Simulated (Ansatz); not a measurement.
**NaF: stress in a strained cell**

Aim: deform NaF (zz strain of -1 %) and compute stress, forces and field gradients with LAPW, PAW and all-electron datasets made for the crystal.

Program: Ansatz 0.2.0. Level of theory: DFT LDA, scalar-relativistic. These are calculated values, not measurements.

2 further runs of the same task are left out: 2 set aside as unsound or not needed.

**1. The structure to begin with**

The structure is cubic, space group Fm-3m (No. 225). The conventional cell has a = 4.647 Å, b = 4.647 Å, c = 4.647 Å, α = 90.00°, β = 90.00°, γ = 90.00°. Around Na (site symmetry m-3m) lie 6 F at 2.32 Å. F (site symmetry m-3m) has 6 Na at 2.32 Å as nearest neighbours.

Structure file:

```
CELL_PARAMETERS angstrom
0.00000 2.32330 2.32330
2.32330 0.00000 2.32330
2.32330 2.32330 0.00000
ATOMIC_POSITIONS crystal
Na 0.00000 0.00000 0.00000
F 0.50000 0.50000 0.50000
```

Atoms are numbered in the order of the input: Na1, F2.

**2. After the deformation**

Space group Fm-3m before, I4/mmm after.

**3. LAPW, all electrons**

File input.yaml:

```yaml
crystal:
  lattice:
    - [0.0, 2.3233, 2.300067]
    - [2.3233, 0.0, 2.300067]
    - [2.3233, 2.3233, 0.0]
  atoms:
    - { symbol: Na, position: [0.0, 0.0, 0.0] }
    - { symbol: F, position: [0.5, 0.5, 0.5] }
kpoints:
  mp_grid: { grid: [10, 10, 10] }
  band_path:
    path:
      - [0.0, 0.0, 0.0]
      - [0.0, 0.5, 0.5]
      - [0.25, 0.75, 0.5]
      - [0.0, 0.5, 0.0]
      - [0.0, 0.0, 0.0]
      - [0.5, 0.5, 0.0]
      - [0.3775380063, 0.6224619937, 0.0]
      - [-0.3775380063, 0.3775380063, 0.0]
      - [0.0, 0.0, 0.0]
    npoints: 5
scf:
  occupations: { method: fermi_dirac, width: 0.02 }
hamiltonian:
  xc: lda
  pseudopotentials: { kind: all_electron, lapw: { basis_error: 0.0005 } }
output:
  forces: true
  stress: true
  eigenvalues: true
```

Run with:

```console
ansatz run input.yaml --threads 1 --pin off --max-ram 3072MiB --backend cpu --events-out ev --progress --plain --runs-dir out
```

**4. Frozen-core PAW**

File input.yaml:

```yaml
crystal:
  lattice:
    - [0.0, 2.3233, 2.300067]
    - [2.3233, 0.0, 2.300067]
    - [2.3233, 2.3233, 0.0]
  atoms:
    - { symbol: Na, position: [0.0, 0.0, 0.0] }
    - { symbol: F, position: [0.5, 0.5, 0.5] }
kpoints:
  mp_grid: { grid: [10, 10, 10] }
scf:
  occupations: { method: fermi_dirac, width: 0.02 }
hamiltonian:
  xc: lda
  pseudopotentials: { kind: paw }
output:
  forces: true
  stress: true
  eigenvalues: true
  efg: { contact_densities: true }
```

**5. All-electron PAW on datasets made for the crystal**

input.yaml: that of step 4 with these lines changed.

```diff
@@ -14,3 +14,3 @@
   xc: lda
-  pseudopotentials: { kind: paw }
+  pseudopotentials: { kind: all_electron, datasets: crystal }
 output:
```

(Steps that only read results are left out.)

**Question.** What will these runs give? Wanted: pressure; largest shear or deviatoric stress.

The runs gave:

| quantity | value |
| --- | --- |
| pressure | LAPW -4.20, PAW -4.23, crystal datasets -4.20 GPa |
| largest shear or deviatoric stress (LAPW) | 0.45 GPa |

**Reading.** Against the undeformed cell the largest change of stress is +0.86 GPa, in the zz component, with the atoms carried along and not relaxed. PAW: stress within 0.03 GPa of LAPW. Crystal datasets: stress within 0.01 GPa of LAPW.
